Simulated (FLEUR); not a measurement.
# V in FLEUR: a series of runs

One slab, V, is run at these levels: PBE; tasks: single point.

Program: FLEUR MaX-R8.1 (later development tree). These are calculated values, not measurements. Logs are shortened: lines on timing, memory, paths and dates and some standing lists are left out, and cuts for length are marked.

**1. The slab as given**

The cell holds a slab with vacuum, 6 atoms: a = 2.680 Å, b = 2.680 Å, c = 25.941 Å, α = 90.00°, β = 90.00°, γ = 120.00°.

The slab is cut from a database's or a generator's crystal, which needn't be the stable form of the element.

**2. Single point, PBE, collinear spin, ferromagnetic start (the (1 1 1) slab of V, cut from the database cell, not relaxed)**

File inp.xml:

```xml
<?xml version="1.0" encoding="UTF-8" standalone="no"?>
<fleurInput fleurInputVersion="0.39">
   <comment>
      V                                                                                                   
   </comment>
   <calculationSetup>
      <cutoffs Kmax="4.28" Gmax="13.3" GmaxXC="13.3" numbands="0"/>
      <scfLoop itmax="90" minDistance="0.0001" maxIterBroyd="40" imix="Anderson" alpha="0.05" precondParam="0.0" spinf="2.0" sdNocoIR="T"/>
      <coreElectrons ctail="T" frcor="F" kcrel="0" coretail_lmax="0"/>
      <xcFunctional name="pbe" relativisticCorrections="F"/>
      <magnetism jspins="2"/>
      <soc l_soc="F" theta="0.0" phi="0.0" spav="F"/>
      <expertModes spex="0" secvar="F"/>
      <geometryOptimization l_f="T" forcealpha="1.0" forcemix="BFGS" epsdisp="0.0005" epsforce="0.0002"/>
      <ldaU l_linMix="F" mixParam="0.05" spinf="1.0"/>
   </calculationSetup>
   <cell>
      <bzIntegration valenceElectrons="78.0" mode="hist" fermiSmearingEnergy="0.00183747">
         <kPointListSelection listName="default-1"/>
         <!-- k-points included here -->
         <xi:include xmlns:xi="http://www.w3.org/2001/XInclude" href="kpts.xml"> </xi:include>
      </bzIntegration>
      <!-- symmetry operations included here -->
      <xi:include xmlns:xi="http://www.w3.org/2001/XInclude" href="sym.xml"> </xi:include>
      <filmLattice scale="1.0" dVac="26.06" dTilda="28.56">
         <bravaisMatrixFilm>
            <row-1>    5.0643426161348719     0.0000000000000000</row-1>
            <row-2>   -2.5321713079729498     4.3858493590605088</row-2>
         </bravaisMatrixFilm>
         <vacuumEnergyParameters vacuum="1" spinUp="-.25" spinDown="-.25"/>
      </filmLattice>
   </cell>
   <atomSpecies>
      <species name="Vanadium (2.000" element="V" atomicNumber="23">
         <mtSphere radius="2.29" gridPoints="757" logIncrement="0.016"/>
         <atomicCutoffs lmax="9" lnonsphr="9"/>
         <electronConfig flipSpins="F">
            <coreConfig>(1s1/2) (2s1/2) (2p1/2) (2p3/2)</coreConfig>
            <valenceConfig>(3s1/2) (3p1/2) (3p3/2) (4s1/2) (3d3/2) (3d5/2)</valenceConfig>
            <stateOccupation state="(3d3/2)" spinUp="0.7" spinDown="0.5"/>
            <stateOccupation state="(3d5/2)" spinUp="1.8" spinDown="0.0"/>
         </electronConfig>
         <energyParameters s="4" p="4" d="3" f="4"/>
         <lo type="SCLO" l="0" n="3" eDeriv="0"/>
         <lo type="SCLO" l="1" n="3" eDeriv="0"/>
         <lo type="SCLO" l="1" n="3" eDeriv="1"/>
         <lo type="SCLO" l="2" n="3" eDeriv="2"/>
         <lo type="SCLO" l="3" n="4" eDeriv="2"/>
      </species>
   </atomSpecies>
   <atomGroups>
      <atomGroup species="Vanadium (2.000">
         <filmPos label="                   1">-1.000/6.000 1.000/6.000 -10.3375460524</filmPos>
         <filmPos label="                   6">1.000/6.000 -1.000/6.000 10.3375461014</filmPos>
         <force calculate="T" relaxXYZ="TTT"/>
      </atomGroup>
      <atomGroup species="Vanadium (2.000">
         <filmPos label="                   2">1.000/2.000 1.000/2.000 -6.2025276216</filmPos>
         <filmPos label="                   5">1.000/2.000 1.000/2.000 6.2025276707</filmPos>
         <force calculate="T" relaxXYZ="TTT"/>
      </atomGroup>
      <atomGroup species="Vanadium (2.000">
         <filmPos label="                   3">1.000/6.000 -1.000/6.000 -2.0675091909</filmPos>
         <filmPos label="                   4">-1.000/6.000 1.000/6.000 2.0675092399</filmPos>
         <force calculate="T" relaxXYZ="TTT"/>
      </atomGroup>
   </atomGroups>
   <output dos="F" band="F" slice="F">
      <checks vchk="F" cdinf="F"/>
      <bandDOS minEnergy="-.5*Htr" maxEnergy="0.5*Htr" sigma="0.015" storeEVData="T"/>
      <vacuumDOS vacdos="F" integ="F" star="F" nstars="0" locx1="0.0" locy1="0.0" locx2="0.0" locy2="0.0" nstm="0" tworkf="0.0"/>
      <unfoldingBand unfoldBand="F" supercellX="1" supercellY="1" supercellZ="1"/>
      <plotting iplot="0" polar="F">
         <plot TwoD="T" vec1="  1.0  0.0  0.0" vec2="  0.0  1.0  0.0" vec3="  0.0  0.0  1.0" zero="  0.0  0.0 -0.5" file="plot"/>
      </plotting>
      <chargeDensitySlicing numkpt="0" minEigenval="0.0" maxEigenval="0.0" nnne="0" pallst="F"/>
      <specialOutput eonly="F"/>
      <moessbauerParams electricFieldGradient="T" isomerShift="T" coreHyperfine="T" valenceHyperfine="T"/>
      <magneticCircularDichroism mcd="F" energyLo="-10.0" energyUp="0.0"/>
   </output>
  <!-- We include the file relax.xml here to enable relaxations (see documentation) -->
  <xi:include xmlns:xi="http://www.w3.org/2001/XInclude" href="relax.xml"> <xi:fallback/> </xi:include>
</fleurInput>
```

File crystal.txt:

```
V
&input film=T /
2.6799347007  0.0000000000  0.0000000000
-1.3399673503  2.3208915313  0.0000000000
0.0000000000  0.0000000000  25.9407876011
1.8897261246
1.0 1.0 1.0

6
23 0.6666666667  0.3333333333  -10.3375460524 : 2.000
23 0.3333333333  0.6666666667  -6.2025276216 : 2.000
23 0.0000000000  0.0000000000  -2.0675091909 : 2.000
23 0.6666666667  0.3333333333  2.0675092399 : 2.000
23 0.3333333333  0.6666666667  6.2025276707 : 2.000
23 0.0000000000  0.0000000000  10.3375461014 : 2.000

&kpt div1=11 div2=11 div3=1 gamma=T /
```

Potentials or basis: all-electron, FLAPW.

Run with:

```bash
inpgen -f crystal.txt -profile fastHighL
# inp.xml edited to the form shown
mpirun -n 4 fleur_MPI -pe_per_kpt 1
```

The program printed:

```text
Welcome to FLEUR        (www.flapw.de)
      MaX-Release 8.1          (www.max-centre.eu)

 ========== k-point set info ==========
 Selected k-point list: default-1
 k-point list type: mesh
 11 x 11 x 1
 Number of k points: 16

 ------------Calculation Setup---------------------------
 Number of MPI-tasks      :            4
 Number of PE/node        :            4
 Number of OMP-threads    :            1
 Using exactly            1  PE per kpt
 Using exactly            1  PE per kpt
 k-points in parallel     :            4
 pe's per k-point         :            1
 No of k-point loops      :            4
 Using exactly            1  PE per kpt
 Using exactly            1  PE per kpt
 Eigenvalue solver        :       lapack
 Number of basis functions:         1074
 Approximate size of matrices (H+S) per k-point:         0.017 GB
 --------------------------------------------------------
 Iteration:     1   Distance:      25.73084523 me/bohr^3
 Iteration:     2   Distance:      80.80660440 me/bohr^3
 Iteration:     3   Distance:      20.77085198 me/bohr^3
 Iteration:     4   Distance:      19.76564980 me/bohr^3
 Iteration:     5   Distance:      16.81783872 me/bohr^3
 Iteration:     6   Distance:      38.87421917 me/bohr^3
 Iteration:     7   Distance:      34.16444994 me/bohr^3
 Iteration:     8   Distance:      24.70914898 me/bohr^3
 Iteration:     9   Distance:       5.68973068 me/bohr^3
 Iteration:    10   Distance:      13.93404837 me/bohr^3
[... 33 lines left out ...]
 Iteration:    44   Distance:       0.00286161 me/bohr^3
 Iteration:    45   Distance:       0.00298178 me/bohr^3
 Iteration:    46   Distance:       0.00285002 me/bohr^3
 Iteration:    47   Distance:       0.00127190 me/bohr^3
 Iteration:    48   Distance:       0.00122144 me/bohr^3
 Iteration:    49   Distance:       0.00071996 me/bohr^3
 Iteration:    50   Distance:       0.00040258 me/bohr^3
 Iteration:    51   Distance:       0.00030957 me/bohr^3
 Iteration:    52   Distance:       0.00037219 me/bohr^3
 Iteration:    53   Distance:       0.00008450 me/bohr^3

 Reset of history

 ********************************************************************
 Run finished successfully
 Stop message:
   Structural relaxation: new displacements generated
 ********************************************************************
```

Run time: 5.5 min. Hardware: 4 MPI ranks of Arm Neoverse V2, shared host.

What came out:

* Free energy: -154991.1518 eV
* Largest force: 0.086 eV/Å
* Band gap on the k mesh: none (metal or under the smearing width)
* Net moment: 1.58 μB per cell
* Site moments: V +0.54, -0.01, +0.07 μB
* Valence electrons inside the program's atomic spheres: V 11.35, 11.43 (radii V 2.29 bohr)
* Work function of the upper face: 4.62 eV
* Work function of the lower face: 4.62 eV

Forces in eV/Å, atoms in the order of the input:
```
V    0.000  0.000 -0.086
V    0.000  0.000 -0.035
V    0.000  0.000 -0.031
V    0.000  0.000  0.031
V    0.000  0.000  0.035
V    0.000  0.000  0.086
```

Levels at points of the mesh, in eV from the Fermi level:
Spin up:
| k point | band 37 | band 38 | band 39 | band 40 | band 41 | band 42 |
| --- | --- | --- | --- | --- | --- | --- |
| (0.00, 0.00, 0.00) | 0.00 | 0.07 | 0.07 | 0.08 | 0.18 | 0.18 |
Spin down:
```csv
k point,band 35,band 36,band 37,band 38,band 39,band 40,band 41,band 42
"(0.00, 0.00, 0.00)",0.09,0.10,0.10,0.20,0.20,0.29,0.29,0.33
```

Core levels (eV from the Fermi level):
| atom | levels |
| --- | --- |
| 1 V | 1s1/2 -5357.5, 2s1/2 -596.5, 2p1/2 -501.7, 2p3/2 -494.6 |
| 2 V | 1s1/2 -5357.4, 2s1/2 -596.4, 2p1/2 -501.7, 2p3/2 -494.6 |
| 3 V | 1s1/2 -5357.4, 2s1/2 -596.4, 2p1/2 -501.6, 2p3/2 -494.5 |
| 4 V | 1s1/2 -5357.4, 2s1/2 -596.4, 2p1/2 -501.6, 2p3/2 -494.5 |
| 5 V | 1s1/2 -5357.4, 2s1/2 -596.4, 2p1/2 -501.7, 2p3/2 -494.6 |
| 6 V | 1s1/2 -5357.5, 2s1/2 -596.5, 2p1/2 -501.7, 2p3/2 -494.6 |

**3. Single point, PBE, collinear spin, ferromagnetic start, spin-orbit coupling**

Changes to inp.xml since step 2:

```diff
@@ -6,3 +6,3 @@
    <calculationSetup>
-      <cutoffs Kmax="4.28" Gmax="13.3" GmaxXC="13.3" numbands="0"/>
+      <cutoffs Kmax="4.28" Gmax="13.3" GmaxXC="13.3" numbands="240"/>
       <scfLoop itmax="90" minDistance="0.0001" maxIterBroyd="40" imix="Anderson" alpha="0.05" precondParam="0.0" spinf="2.0" sdNocoIR="T"/>
@@ -11,5 +11,5 @@
       <magnetism jspins="2"/>
-      <soc l_soc="F" theta="0.0" phi="0.0" spav="F"/>
+      <soc l_soc="T" theta="0.0" phi="0.0" spav="F"/>
       <expertModes spex="0" secvar="F"/>
-      <geometryOptimization l_f="T" forcealpha="1.0" forcemix="BFGS" epsdisp="0.0005" epsforce="0.0002"/>
+      <geometryOptimization l_f="F" forcealpha="1.0" forcemix="BFGS" epsdisp="0.00001" epsforce="0.00001"/>
       <ldaU l_linMix="F" mixParam="0.05" spinf="1.0"/>
```

Changes to crystal.txt since step 2:

```diff
@@ -16,2 +16,3 @@
 
-&kpt div1=11 div2=11 div3=1 gamma=T /
+&soc 0.0 0.0 /
+&kpt div1=8 div2=8 div3=1 gamma=T /
```

Potentials or basis: all-electron, FLAPW.

Run with:

```bash
inpgen -f crystal.txt -profile fastHighL
# inp.xml edited to the form shown
mpirun -n 4 fleur_MPI -pe_per_kpt 1
```

Wall time 8.4 min (4 MPI ranks of Arm Neoverse V2, shared host).

Results (log left out):

- Free energy: -154991.2102 eV
- Band gap on the k mesh: none (metal or under the smearing width)
- Net moment: 1.44 μB per cell
- Site moments: V +0.47, +0.03, +0.06 μB
- Valence electrons inside the program's atomic spheres: V 11.35, 11.43 (radii V 2.29 bohr)
- Work function of the upper face: 4.62 eV
- Work function of the lower face: 4.62 eV

Levels at points of the mesh, in eV from the Fermi level:
```csv
k point,band 74,band 75,band 76,band 77,band 78,band 79,band 80,band 81,band 82,band 83
"(0.00, 0.00, 0.00)",0.08,0.11,0.12,0.12,0.16,0.19,0.19,0.23,0.23,0.26
"(0.00, 0.50, 0.00)",0.05,0.10,0.13,0.18,0.21,0.35,0.44,0.58,0.59,0.99
```

Orbital moments (μB): V -0.017, -0.001, -0.002

Core levels (eV from the Fermi level):
| atom | levels |
| --- | --- |
| 1 V | 1s1/2 -5357.5, 2s1/2 -596.5, 2p1/2 -501.7, 2p3/2 -494.6 |
| 2 V | 1s1/2 -5357.4, 2s1/2 -596.5, 2p1/2 -501.7, 2p3/2 -494.6 |
| 3 V | 1s1/2 -5357.4, 2s1/2 -596.4, 2p1/2 -501.6, 2p3/2 -494.5 |
| 4 V | 1s1/2 -5357.4, 2s1/2 -596.4, 2p1/2 -501.6, 2p3/2 -494.5 |
| 5 V | 1s1/2 -5357.4, 2s1/2 -596.5, 2p1/2 -501.7, 2p3/2 -494.6 |
| 6 V | 1s1/2 -5357.5, 2s1/2 -596.5, 2p1/2 -501.7, 2p3/2 -494.6 |

Caveat: spin-orbit coupling is added in second variation on a limited number of bands.
